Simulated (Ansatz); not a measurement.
BaSnO$_{3}$ (cubic perovskite)

```
BaSnO3
1.0
    4.17608     0.00000     0.00000
    0.00000     4.17608     0.00000
    0.00000     0.00000     4.17608
Ba Sn O
1 1 3
Direct
  0.00000   0.00000   0.00000
  0.50000   0.50000   0.50000
  0.00000   0.50000   0.50000
  0.50000   0.50000   0.00000
  0.50000   0.00000   0.50000
```

Equation-of-state scan: isotropic scaling of the cell above, V₀ being its volume. Symmetry pins the atoms to their sites.

Calculation: PBE (plane waves to 420 eV, PAW, scalar-relativistic; Ansatz, an electronic-structure program). k mesh 8×8×8 (Γ-centred), Fermi-Dirac smearing 0.05 eV. Energies are smeared free energies. Stress and pressure are positive under compression. BaSnO3 was relaxed with its symmetry unable to fall. The zero of ΔE is the relaxed starting cell.

```
V (Å³/atom)  ΔE (meV/atom)
-----------  -------------
13.109                75.1
13.352                50.3
13.595                31.0
13.838                16.8
14.080                 7.2
14.323                 1.8
14.566                 0.0
14.809                 1.6
15.051                 6.3
15.294                13.6
15.537                23.4
15.780            withheld
16.022                49.6
```

**Question.** Fit a third-order Birch-Murnaghan form (E₀, V₀, B₀, B₀′ free) to the given rows and predict ΔE at V = 15.780.

**Answer.** Least squares on the 12 given rows: ΔE = E₀ + (9V₀B₀/16)·y²·[2 + (B₀′ − 4)y], y = (V₀/V)^(2/3) − 1, with V₀ = 14.567 Å³/atom, B₀ = 132.9 GPa (160.2 GPa = 1 eV/Å³; the term in eV is multiplied by 1000), B₀′ = 5.14, E₀ = 0.00 meV/atom; root-mean-square residual 0.04 meV/atom. At 15.780 the fit gives 35.6 meV/atom; the calculation gives 35.5 meV/atom, so the interpolation is off by 0.1 (+0.3 %). For the pressure the fit gives -8.7 GPa against the computed -8.7 GPa.

(Under strain, the slope of the energy per volume gives the stress and its curvature an elastic modulus.)
